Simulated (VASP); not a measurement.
# Rb (Fd-3m) in VASP: a series of runs

The runs below take Rb through single point, with BLYP.

All numbers are computed with VASP 6.6.1; they aren't measurements. Logs are shortened: lines on timing, memory, paths and dates and some standing lists are left out, and cuts for length are marked.

## (1) Starting point

Symmetry: Fd-3m, No. 227, cubic system. The conventional cell has a = 11.038 Å, b = 11.038 Å, c = 11.038 Å, α = 90.00°, β = 90.00°, γ = 90.00°.

This isn't the form of Rb at room conditions, which is bcc.

## (2) Single point, BLYP

INCAR reads:

```
SYSTEM = Rb
PREC = Accurate
ENCUT = 520
EDIFF = 1E-6
ISMEAR = -1
SIGMA = 0.1
LREAL = .FALSE.
LASPH = .TRUE.
NELM = 60
ALGO = Fast
ISIF = 2
LWAVE = .FALSE.
LCHARG = .FALSE.
GGA = B5
ALDAX = 1.0
AGGAX = 1.0
AGGAC = 1.0
ALDAC = 0.0
NBANDS = 16
```

KPOINTS reads:

```
Automatic mesh
0
G
  8 8 8
  0 0 0
```

POSCAR reads:

```
Rb
1.0
    0.0000000000      5.5190215757      5.5190215757
    5.5190215757      0.0000000000      5.5190215757
    5.5190215757      5.5190215757      0.0000000000
Rb
2
Direct
    0.1250000000      0.1250000000      0.1250000000
    0.8750000000      0.8750000000      0.8750000000
```

Potentials or basis: VASP PAW PBE potentials, release 64 (Rb_sv).

Launch:

```sh
$ cat potpaw_PBE.64/Rb_sv/POTCAR > POTCAR
$ mpirun -np 1 vasp_std > vasp.out
```

OUTCAR:

```text
SYSTEM = Rb
   PREC = Accurate
   ENCUT = 520
   EDIFF = 1E-6
   ISMEAR = -1
   LREAL = .FALSE.
   LASPH = .TRUE.
   NELM = 60
   ISIF = 2
   GGA = B5

 ion  position               nearest neighbor table
   1  0.125  0.125  0.125-   2 4.78   2 4.78   2 4.78   2 4.78
   2  0.875  0.875  0.875-   1 4.78   1 4.78   1 4.78   1 4.78

  LATTYP: Found a face centered cubic cell.
 ALAT       =    11.0380431514

  Lattice vectors:

 A1 = (   0.0000000000,   5.5190215757,   5.5190215757)
 A2 = (   5.5190215757,   0.0000000000,   5.5190215757)
 A3 = (   5.5190215757,   5.5190215757,   0.0000000000)

Analysis of symmetry for initial positions (statically):
=====================================================================
 Subroutine PRICEL returns:
 Original cell was already a primitive cell.

 Routine SETGRP: Setting up the symmetry group for a
 face centered cubic supercell.

 Subroutine GETGRP returns: Found 48 space group operations
 (whereof 12 operations were pure point group operations)
 out of a pool of 48 trial point group operations.

The static configuration has the point symmetry D_3d.
 The point group associated with its full space group is O_h .

Analysis of symmetry for dynamics (positions and initial velocities):
=====================================================================
 Subroutine PRICEL returns:
 Original cell was already a primitive cell.

 Routine SETGRP: Setting up the symmetry group for a
 face centered cubic supercell.

 Subroutine GETGRP returns: Found 48 space group operations
 (whereof 12 operations were pure point group operations)
 out of a pool of 48 trial point group operations.

The dynamic configuration has the point symmetry D_3d.
 The point group associated with its full space group is O_h .

 Subroutine INISYM returns: Found 48 space group operations
 (whereof 12 operations are pure point group operations),
 and found     1 'primitive' translations

----------------------------------------------------------------------------------------

                                     Primitive cell

  volume of cell :     336.2144

  direct lattice vectors                    reciprocal lattice vectors
     0.000000000  5.519021576  5.519021576    -0.090595768  0.090595768  0.090595768
     5.519021576  0.000000000  5.519021576     0.090595768 -0.090595768  0.090595768
[... 83 lines left out ...]
   ENCUT  =  520.0 eV  38.22 Ry    6.18 a.u.  14.51 14.51 14.51*2*pi/ulx,y,z
   NELM   =     60;   NELMIN=  2; NELMDL= -5     # of ELM steps
   EDIFF  = 0.1E-05   stopping-criterion for ELM
   LREAL  =      F    real-space projection
   EDIFFG = 0.1E-04   stopping-criterion for IOM
   NSW    =      0    number of steps for IOM
   IBRION =     -1    ionic relax: 0-MD 1-quasi-New 2-CG
   NFREE  =      0    steps in history (QN), initial steepest desc. (CG)
   ISIF   =      2    stress and relaxation
   ISYM   =      2    0-nonsym 1-usesym 2-fastsym
   POTIM  = 0.5000    time-step for ionic-motion
   TEBEG  =    0.0;   TEEND  =   0.0 temperature during run
   PSTRESS=    0.0 pullay stress
   NELECT =      18.0000    total number of electrons
   NUPDOWN=      -1.0000    fix difference up-down
   EMIN   =  10.00;   EMAX   =-10.00  energy-range for DOS
   EFERMI =   0.00;   METHOD = LEGACY
   ISMEAR =    -1;   SIGMA  =   0.10  broadening in eV -4-tet -1-fermi 0-gaus
   EFERMI_NEDOS =   21; number of points for ismear=-14 and -15
   IALGO  =     68    algorithm
   IMIX   =      4    mixing-type and parameters
     AMIX     =   0.40;   BMIX     =  1.00
     AMIX_MAG =   1.60;   BMIX_MAG =  1.00
  volume/ion in A,a.u.               =     168.11      1134.44
  Fermi-wavevector in a.u.,A,eV,Ry     =   0.617012  1.165984  5.179789  0.380704
  Thomas-Fermi vector in A             =   1.674946
   LORBIT       =      0    0 simple, 1 ext, 2 COOP (PROOUT), +10 PAW based schemes
   GGA     = B5    functional components
   LHFCALC =     F    Hartree Fock is set to
   AEXX    =    0.0000 exact exchange contribution
   IVDW    =     0    specifies the selected vdW correction
   LEPSILON=     F    determine dielectric tensor
   LRPA    =     F    only Hartree local field effects (RPA)
 non-spin polarized calculation
 RMM-DIIS sequential band-by-band and
  energy-cutoff  :      520.00
  volume of cell :      336.21
 maximum number of plane-waves:      9185
 NGX is ok and might be reduce to    60
   NGX = 29   NGY = 29   NGZ = 29

 number of electron      18.0000000 magnetization

 Free energy of the ion-electron system (eV)
  ---------------------------------------------------
  ext. energy  EPLUGINS =         0.00000000
  ---------------------------------------------------
  free energy    TOTEN  =        -1.00658875 eV

  energy without entropy =       -0.96064131  energy(sigma->0) =       -0.98361503

 E-fermi :  -0.6298     XC(G=0):  -3.5009

 val. band max:       -0.6418757919   @ k =   0.5000   0.5000   0.0000
 cond. band min:      -0.6204736649   @ k =  -0.3750   0.5000   0.1250
 fundamental gap:      0.0214021270
 Fermi energy:        -0.6297624132

 k-point     1 :       0.0000    0.0000    0.0000
  band No.  band energies     occupation
      1     -29.8586      2.00000
      2     -29.8530      2.00000
      3     -14.0101      2.00000
      4     -14.0101      2.00000
      5     -14.0101      2.00000
      6     -13.9646      2.00000
[... 433 lines left out ...]
      3     -14.0183      2.00000
      4     -14.0161      2.00000
      5     -13.9997      2.00000
      6     -13.9756      2.00000
[... 8 lines left out ...]
     15       1.7219      0.00000
     16       2.0845      0.00000

 [... further k-points ...]

------------------------ aborting loop because EDIFF is reached ----------------------------------------

  FORCE on cell =-STRESS in cart. coord.  units (eV):
  Direction    XX          YY          ZZ          XY          YZ          ZX
  --------------------------------------------------------------------------------------
  -------------------------------------------------------------------------------------
  Total        0.0004260      0.0004260      0.0004260     -0.0000000     -0.0000000      0.0000000
  in kB        0.0020302      0.0020302      0.0020302     -0.0000000     -0.0000000      0.0000000
  external PRESSURE =       0.0020302 kB  Pullay stress =       0.0000000 kB

 VOLUME and BASIS-vectors are now :
 -----------------------------------------------------------------------------
  energy-cutoff  :      520.00
  volume of cell :      336.21
      direct lattice vectors                 reciprocal lattice vectors
     0.000000000  5.519021576  5.519021576    -0.090595768  0.090595768  0.090595768
     5.519021576  0.000000000  5.519021576     0.090595768 -0.090595768  0.090595768
     5.519021576  5.519021576  0.000000000     0.090595768  0.090595768 -0.090595768

 POSITION                                       TOTAL-FORCE (eV/Angst)
 -----------------------------------------------------------------------------------
      1.37976      1.37976      1.37976         0.000000      0.000000      0.000000
      9.65829      9.65829      9.65829        -0.000000     -0.000000     -0.000000
 -----------------------------------------------------------------------------------
    total drift:                               -0.000000      0.000000     -0.000000

  FREE ENERGIE OF THE ION-ELECTRON SYSTEM (eV)
  ---------------------------------------------------
  free  energy   TOTEN  =        -1.0065887488 eV

  energy  without entropy=       -0.9606413073  energy(sigma->0) =       -0.98361503
```

OSZICAR:

```text
N       E                     dE             d eps       ncg     rms          rms(c)
DAV:   1     0.113628441493E+03    0.11363E+03   -0.62710E+03  1008   0.771E+02
DAV:   2     0.144910926557E+02   -0.99137E+02   -0.95847E+02  1288   0.166E+02
DAV:   3     0.551227427269E+00   -0.13940E+02   -0.13852E+02  1216   0.564E+01
DAV:   4    -0.991578417148E+00   -0.15428E+01   -0.15417E+01  1680   0.149E+01
DAV:   5    -0.100143237668E+01   -0.98540E-02   -0.98535E-02  1264   0.137E+00    0.778E-01
RMM:   6    -0.100225728365E+01   -0.82491E-03   -0.39618E-03  1061   0.360E-01    0.449E-01
RMM:   7    -0.100514483022E+01   -0.28875E-02   -0.67438E-03  1073   0.405E-01    0.643E-02
RMM:   8    -0.100645768382E+01   -0.13129E-02   -0.28690E-03  1250   0.206E-01    0.395E-02
RMM:   9    -0.100648430390E+01   -0.26620E-04   -0.50148E-04  1427   0.713E-02    0.183E-02
RMM:  10    -0.100656884405E+01   -0.84540E-04   -0.36299E-04  1400   0.565E-02    0.738E-03
RMM:  11    -0.100658253118E+01   -0.13687E-04   -0.71003E-05  1450   0.272E-02    0.554E-03
RMM:  12    -0.100658783663E+01   -0.53054E-05   -0.30385E-05  1352   0.178E-02    0.226E-03
RMM:  13    -0.100658874876E+01   -0.91213E-06   -0.95141E-06  1173   0.813E-03
   1 F= -.10065887E+01 E0= -.98361503E+00  d E =-.459474E-01
```

stdout:

```text
POSCAR found type information on POSCAR Rb
 POSCAR found :  1 types and       2 ions
 scaLAPACK will be used
 -----------------------------------------------------------------------------
|                                                                             |
|                                                                             |
|     You enforced a specific xc type in the INCAR file but a different       |
|     I HOPE YOU KNOW WHAT YOU ARE DOING!                                     |
|                                                                             |
 -----------------------------------------------------------------------------

 LDA part: xc-table for (Slater(with rela. corr.)+VWN5), standard interpolation
 POSCAR, INCAR and KPOINTS ok, starting setup
 FFT: planning ... GRIDC
 FFT: planning ... GRID_SOFT
 FFT: planning ... GRID
 WAVECAR not read
 entering main loop
```

Wall time 2 min (1 thread of Intel Xeon 6975P-C (Granite Rapids), shared host); peak memory 0.54 GiB.

Results:

```
Free energy            : -1.0066 eV
Pressure               : 0.0 GPa
Band gap on the k mesh : none (metal or under the smearing width)
```

Levels at points of the mesh, in eV from the Fermi level:
| k point | band 5 | band 6 | band 7 | band 8 | band 9 | band 10 | band 11 | band 12 | band 13 | band 14 |
| --- | --- | --- | --- | --- | --- | --- | --- | --- | --- | --- |
| (0.00, 0.00, 0.00) | -13.38 | -13.33 | -13.33 | -13.33 | -1.25 | 1.94 | 1.94 | 1.94 | 2.21 | 2.22 |
| (0.50, 0.00, 0.00) | -13.38 | -13.34 | -13.33 | -13.33 | -0.58 | 0.25 | 1.81 | 1.88 | 1.88 | 1.98 |
| (0.50, 0.50, 0.00) | -13.36 | -13.36 | -13.33 | -13.33 | -0.01 | -0.01 | 1.35 | 1.35 | 1.56 | 1.56 |

Caveat: the PAW data sets were made with another functional, which shifts forces and pressure a little.

## (3) Single point, BLYP

This run uses another cell than the first one, of 174.83 Å³/atom, 1.040 times its volume.

INCAR reads:

```
SYSTEM = Rb
AGGAC    = 1.0          
AGGAX    = 1.0          
ALDAC    = 0.0          
ALDAX    = 1.0          
ALGO     = Normal         ! electronic algorithm
EDIFF    = 1E-6           ! SCF threshold, eV
ENCUT    = 520            ! plane-wave cutoff, eV
GGA      = B5             ! functional
ISIF     = 2              ! what is computed and relaxed
ISMEAR   = -1             ! smearing method
LASPH    = .True.         ! aspherical terms in the spheres
LCHARG   = .False.        ! write CHGCAR
LREAL    = .False.        ! projectors in reciprocal space
LWAVE    = .False.        ! write WAVECAR
NBANDS   = 16             ! bands
NELM     = 100            ! most SCF steps
PREC     = Accurate       ! precision mode
SIGMA    = 0.1            ! smearing width, eV
```

KPOINTS reads:

```
k-points
0
Gamma
  6 6 6
  0 0 0
```

POSCAR reads:

```
Rb
1.0
    0.0000000000      5.5916486093      5.5916486093
    5.5916486093      0.0000000000      5.5916486093
    5.5916486093      5.5916486093      0.0000000000
Rb
2
Direct
    0.1250000000      0.1250000000      0.1250000000
    0.8750000000      0.8750000000      0.8750000000
```

Potentials or basis: VASP PAW PBE potentials, release 64 (Rb_sv).

Launch:

```sh
$ cat potpaw_PBE.64/Rb_sv/POTCAR > POTCAR
$ mpirun -np 1 vasp_std > vasp.out
```

Wall time 95 s (1 thread of Intel Xeon 6975P-C (Granite Rapids), shared host); peak memory 0.47 GiB.

Results (log left out):

```yaml
Free_energy: -1.0055 eV
Pressure: 0.0 GPa
Band_gap_on_the_k_mesh: none (metal or under the smearing width)
```

Levels at points of the mesh, in eV from the Fermi level:
```
           k point  band 7  band 8  band 9  band 10  band 11  band 12
(0.00, 0.00, 0.00)  -13.34  -13.34   -1.21     1.92     1.92     1.92
(0.50, 0.00, 0.00)  -13.33  -13.33   -0.56     0.26     1.79     1.89
(0.50, 0.50, 0.00)  -13.33  -13.33   -0.01    -0.01     1.38     1.38
```

Caveat: the PAW data sets were made with another functional, which shifts forces and pressure a little.

## (4) Single point, BLYP

This run uses another cell than the first one, of 188.28 Å³/atom, 1.120 times its volume.

INCAR reads:

```
SYSTEM = Rb
PREC = Accurate
ENCUT = 520
EDIFF = 1E-7
ISMEAR = -1
SIGMA = 0.1
LREAL = .FALSE.
LASPH = .TRUE.
NELM = 80
ALGO = Fast
ISIF = 2
LWAVE = .FALSE.
LCHARG = .TRUE.
GGA = B5
ALDAX = 1.0
AGGAX = 1.0
AGGAC = 1.0
ALDAC = 0.0
LELF = .TRUE.
LVHAR = .TRUE.
NBANDS = 16
```

KPOINTS reads:

```
regular mesh
0
G
  6 6 6
  0 0 0
```

POSCAR reads:

```
Rb
1.0
    0.0000000000      5.7314973960      5.7314973960
    5.7314973960      0.0000000000      5.7314973960
    5.7314973960      5.7314973960      0.0000000000
Rb
2
Direct
    0.1250000000      0.1250000000      0.1250000000
    0.8750000000      0.8750000000      0.8750000000
```

Potentials or basis: VASP PAW PBE potentials, release 64 (Rb_sv).

Launch:

```sh
$ cat potpaw_PBE.64/Rb_sv/POTCAR > POTCAR
$ mpirun -np 1 vasp_std > vasp.out
```

OUTCAR:

```text
SYSTEM = Rb
   PREC = Accurate
   ENCUT = 520
   EDIFF = 1E-7
   ISMEAR = -1
   LREAL = .FALSE.
   LASPH = .TRUE.
   NELM = 80
   ISIF = 2
   GGA = B5

 ion  position               nearest neighbor table
   1  0.125  0.125  0.125-   2 4.96   2 4.96   2 4.96   2 4.96
   2  0.875  0.875  0.875-   1 4.96   1 4.96   1 4.96   1 4.96

  LATTYP: Found a face centered cubic cell.
 ALAT       =    11.4629947920

  Lattice vectors:

 A1 = (   0.0000000000,   5.7314973960,   5.7314973960)
 A2 = (   5.7314973960,   0.0000000000,   5.7314973960)
 A3 = (   5.7314973960,   5.7314973960,   0.0000000000)

Analysis of symmetry for initial positions (statically):
=====================================================================
 Subroutine PRICEL returns:
 Original cell was already a primitive cell.

 Routine SETGRP: Setting up the symmetry group for a
 face centered cubic supercell.

 Subroutine GETGRP returns: Found 48 space group operations
[... 155 lines left out ...]
  free energy    TOTEN  =        -0.99824240 eV

  energy without entropy =       -0.94695665  energy(sigma->0) =       -0.97259953

 E-fermi :  -0.7984     XC(G=0):  -3.2889

 val. band max:       -0.8103128184   @ k =   0.5000   0.5000   0.0000
 cond. band min:      -0.7859022762   @ k =  -0.3333   0.5000   0.1667
 fundamental gap:      0.0244105421
 Fermi energy:        -0.7983924707

 k-point     1 :       0.0000    0.0000    0.0000
  band No.  band energies     occupation
      1     -30.0258      2.00000
      2     -30.0225      2.00000
      3     -14.1682      2.00000
      4     -14.1682      2.00000
      5     -14.1682      2.00000
      6     -14.1367      2.00000
[... 281 lines left out ...]
      3     -14.1740      2.00000
      4     -14.1740      2.00000
      5     -14.1527      2.00000
      6     -14.1527      2.00000
[... 8 lines left out ...]
     15       1.7334      0.00000
     16       1.7334      0.00000

------------------------ aborting loop because EDIFF is reached ----------------------------------------

  FORCE on cell =-STRESS in cart. coord.  units (eV):
  Direction    XX          YY          ZZ          XY          YZ          ZX
  --------------------------------------------------------------------------------------
  -------------------------------------------------------------------------------------
  Total       -0.1527168     -0.1527168     -0.1527168      0.0000000      0.0000000      0.0000000
  in kB       -0.6497752     -0.6497752     -0.6497752      0.0000000      0.0000000      0.0000000
  external PRESSURE =      -0.6497752 kB  Pullay stress =       0.0000000 kB

 VOLUME and BASIS-vectors are now :
 -----------------------------------------------------------------------------
  energy-cutoff  :      520.00
  volume of cell :      376.56
      direct lattice vectors                 reciprocal lattice vectors
     0.000000000  5.731497396  5.731497396    -0.087237238  0.087237238  0.087237238
     5.731497396  0.000000000  5.731497396     0.087237238 -0.087237238  0.087237238
     5.731497396  5.731497396  0.000000000     0.087237238  0.087237238 -0.087237238

 POSITION                                       TOTAL-FORCE (eV/Angst)
 -----------------------------------------------------------------------------------
      1.43287      1.43287      1.43287        -0.000000     -0.000000     -0.000000
     10.03012     10.03012     10.03012         0.000000      0.000000      0.000000
 -----------------------------------------------------------------------------------
    total drift:                               -0.000000      0.000000     -0.000000

  FREE ENERGIE OF THE ION-ELECTRON SYSTEM (eV)
  ---------------------------------------------------
  free  energy   TOTEN  =        -0.9982424040 eV

  energy  without entropy=       -0.9469566503  energy(sigma->0) =       -0.97259953
```

stdout:

```text
POSCAR found type information on POSCAR Rb
 POSCAR found :  1 types and       2 ions
 scaLAPACK will be used
 -----------------------------------------------------------------------------
|                                                                             |
|                                                                             |
|     You enforced a specific xc type in the INCAR file but a different       |
|     I HOPE YOU KNOW WHAT YOU ARE DOING!                                     |
|                                                                             |
 -----------------------------------------------------------------------------

 LDA part: xc-table for (Slater(with rela. corr.)+VWN5), standard interpolation
 POSCAR, INCAR and KPOINTS ok, starting setup
 FFT: planning ... GRIDC
 FFT: planning ... GRID_SOFT
 FFT: planning ... GRID
 WAVECAR not read
 entering main loop
WARNING in EDDRMM: call to ZHEGV failed, returncode =   6  3      9
```

Run time: 1.8 min. Hardware: 1 thread of Intel Xeon 6975P-C (Granite Rapids), shared host; peak memory 0.49 GiB.

Results:

| Item | Value |
| --- | --- |
| Free energy | -0.9982 eV |
| Pressure | -0.1 GPa |
| Band gap on the k mesh | none (metal or under the smearing width) |

Caveat: the PAW data sets were made with another functional, which shifts forces and pressure a little.

## (5) The runs side by side

| cell | k mesh | gap on the mesh (eV) | pressure (GPa) |
| --- | --- | --- | --- |
| Fd-3m, 168.11 Å³/atom | 8 × 8 × 8 | none | 0.0 |
| Fd-3m, 174.83 Å³/atom | 6 × 6 × 6 | none | 0.0 |
| Fd-3m, 188.28 Å³/atom | 6 × 6 × 6 | none | -0.1 |

Alike in all rows: task single point; level BLYP; potentials or basis VASP PAW PBE potentials, release 64 (Rb_sv); no spin polarisation; cutoff (eV) 520; smearing fermi-dirac 0.1 eV.

Every run on the cell as given and a fine mesh finds a metal.

Caveats: the PAW data sets were made with another functional, which shifts forces and pressure a little.

Absolute energies hang on the potentials; compare differences alone.
